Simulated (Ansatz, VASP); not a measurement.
# BP: VASP beside Ansatz, part 2 of 2

One calculation is typed for both programs; each brings its own data sets and cutoff. How far apart do they land?

VASP 6.6.1 and Ansatz 0.2.0.

So far. Step 3 (Ansatz: single point, PBE): The run ends at a pressure of 1.13 GPa.

### 8. VASP: single point, LDA

Level of this step: LDA; plane waves and PAW (P, B) (VASP).

With cell and atoms fixed, the geometry can't cause a difference; cores, projectors, grids and the points listed under the comparison can.

Contents of INCAR:

```
SYSTEM = BP
PREC = Accurate
ENCUT = 420
EDIFF = 1E-07
NELM = 100
ISMEAR = 0
SIGMA = 0.05
LREAL = .FALSE.
ALGO = Normal
GGA = CA
NBANDS = 16
LWAVE = .FALSE.
LCHARG = .FALSE.
KPAR = 4
LOPTICS = .TRUE.
NEDOS = 2000
CSHIFT = 0.15
```

Contents of POSCAR:

```
BP
1.0
    0.0000000000      2.2690000000      2.2690000000
    2.2690000000      0.0000000000      2.2690000000
    2.2690000000      2.2690000000      0.0000000000
P B
1 1
Direct
    0.7500000000      0.7500000000      0.7500000000
    0.0000000000      0.0000000000      0.0000000000
```

Contents of KPOINTS:

```
Automatic mesh
0
Gamma
13 13 13
0 0 0
```

PAW data sets: P and B (PBE family, release 64).

The run is started by

```
$ mpirun -np 4 vasp_std
```

Numbers of over 12 decimals in the logs are rounded to 6 here.

Output:

```text
[banner, memory and clock lines left out]
running    4 mpi-ranks, on    1 nodes
[...]
|                                                                             |
|               ----> ADVICE to this user running VASP <----                  |
|                                                                             |
|     You enforced a specific xc type in the INCAR file but a different       |
|     [... a line on the potential file left out ...]
|     I HOPE YOU KNOW WHAT YOU ARE DOING!                                     |
|                                                                             |

 LDA part: xc-table for (Slater(with rela. corr.)+CA(PZ))
 , standard interpolation
 POSCAR, INCAR and KPOINTS ok, starting setup
[...]
entering main loop
       N       E                     dE             d eps       ncg     rms          rms(c)
DAV:   1     0.508772742068E+01    0.50877E+01   -0.32013E+03  2696   0.378E+02
DAV:   2    -0.146216325300E+02   -0.19709E+02   -0.19004E+02  3704   0.848E+01
DAV:   3    -0.150335330992E+02   -0.41190E+00   -0.41153E+00  3224   0.994E+00
DAV:   4    -0.150343830366E+02   -0.84994E-03   -0.84992E-03  3504   0.557E-01
[...]
DAV:  11    -0.142579545044E+02    0.40564E-06   -0.11549E-06  3024   0.586E-03    0.433E-03
DAV:  12    -0.142579546671E+02   -0.16272E-06   -0.12862E-07  3376   0.167E-03    0.474E-04
DAV:  13    -0.142579546664E+02    0.69144E-09   -0.47384E-09  1600   0.334E-04
   1 F= -.14257955E+02 E0= -.14257955E+02  d E =-.146509E-10
 optical routines
 imaginary and real dielectric function
 recalculating local potential from charge density
 direction            1
 direction            2
 direction            3
```

Parts of OUTCAR (step 8):

```text
  Total       -0.6299859     -0.6299859     -0.6299859     -0.0000000      0.0000000     -0.0000000
  in kB      -43.2024074    -43.2024074    -43.2024074     -0.0000000      0.0000000     -0.0000000
  external PRESSURE =     -43.2024074 kB  Pullay stress =       0.0000000 kB

 POSITION                                       TOTAL-FORCE (eV/Angst)
 -----------------------------------------------------------------------------------
      3.40350      3.40350      3.40350         0.000000      0.000000      0.000000
      0.00000      0.00000      0.00000        -0.000000     -0.000000     -0.000000
 -----------------------------------------------------------------------------------
    total drift:                               -0.000000     -0.000000     -0.000000

  FREE ENERGIE OF THE ION-ELECTRON SYSTEM (eV)
  ---------------------------------------------------
  free  energy   TOTEN  =       -14.2579546664 eV

  energy  without entropy=      -14.2579546664  energy(sigma->0) =      -14.25795467

[... 2 parts as in an earlier step ...]

[... 1 further part left out ...]
[key lines of the parts left out:]
E-fermi :   7.4503
```

### 9. Ansatz: single point, LDA

The same cell, functional (in two slightly different forms), mesh and smearing now go to Ansatz, which takes its cutoff from its data sets.

Contents of input.yaml:

```yaml
crystal:
  lattice:
    - [0.0, 2.269, 2.269]
    - [2.269, 0.0, 2.269]
    - [2.269, 2.269, 0.0]
  atoms:
    - { symbol: P, position: [0.75, 0.75, 0.75] }
    - { symbol: B, position: [0.0, 0.0, 0.0] }
hamiltonian:
  xc: lda
  pseudopotentials: { kind: paw }
kpoints:
  mp_grid: { grid: [13, 13, 13] }
scf:
  occupations: { method: gaussian, width: 0.05 }
  n_extra_bands: 4
output:
  forces: true
  stress: true
  eigenvalues: true
```

The run is started by

```
$ ansatz run input.yaml --threads 2 --pin off --max-ram 4608MiB --backend cpu --events-out ev --progress --plain --runs-dir out
```

Output:

```text
[...]
Crystal: 2 atoms, lattice volume = 23.363 Å³
Basis set: ecut = 420 eV, 459 PW (Γ)
Bands: 8, of which v1, the nominal top of the filled ones, is band 4 counted from 1 (3 counted from 0)
Symmetry: 24 space group operations
[...]
k-points: 84 of 2197 (time reversal used)
[...]
Free energy (F): -876.625833 eV
[...]
Internal energy: -876.625833 eV  (E = F + TS)
E sigma→0 (E₀):  -876.625833 eV
Fermi energy:    9.655612 eV
[...]
--- Stress (GPa, compression-positive) ---
       -5.229004       0.000000      -0.000000
       -0.000000      -5.229004       0.000000
       -0.000000       0.000000      -5.229004
  P = ⅓ Tr σ = -5.2290 GPa (-52.290 kbar)
--- Band table (eV; the first three rows and the last of 84) ---
[...]
[key lines of the parts left out:]
SCF converged after 6 iterations
```

Elapsed: 0.86 s, on 2 threads of Arm Neoverse V2, shared host; peak memory 0.27 GiB.

The run ends at a pressure of -5.23 GPa.

### 10. Side by side

What differs besides the data sets and the points named for the pairs above, as far as they apply: the two LDA forms differ slightly; Ansatz makes its cores anew for this functional, VASP keeps those of its PBE data sets; VASP's log shows a relativistic correction to its local exchange, Ansatz's none. Total energies have different zeros and are not compared.

Both answers:

```csv
quantity,Ansatz,VASP,difference
pressure (GPa),-5.23,-4.32,-0.91
pressure without Ansatz's Pulay correction (GPa),-5.39,-4.32,-1.07
gap on the k mesh (eV),1.202,1.211,-0.009
```

A gap on the mesh is an upper bound, since the band edges may lie between its points. Ansatz's pressure holds a Pulay correction of 0.16 GPa; VASP's holds none.

### 11. Summary of results

| Quantity | Value |
| --- | --- |
| difference in gap on the k mesh (single point, PBE) | 0.0041 eV |
| difference in ε∞ xx (dielectric response, PBE) | -0.19 % |
| difference in gap on the k mesh (single point, LDA) | -0.0089 eV |
| difference in pressure (single point, LDA) | -0.91 GPa |

The difference in pressure is -0.91 GPa (single point, LDA), within the 1 GPa picked in this series as the mark of a large difference. Such differences can come from data sets, numerical settings and the points named under the comparisons, not from the functional's error against experiment.

[Lines on the potential files, build, host, timing and source positions are cut from VASP's logs without a mark.]

[Logs are printed without paths, hosts, clocks, repeated set-up lines and the standing remarks that a program may print on its own settings, such as how far it seeks lower states.]

[Hosts, paths, dates, database ids (printed as entryN), source tags and the programs' standing remarks are cut or masked in the printed files.]
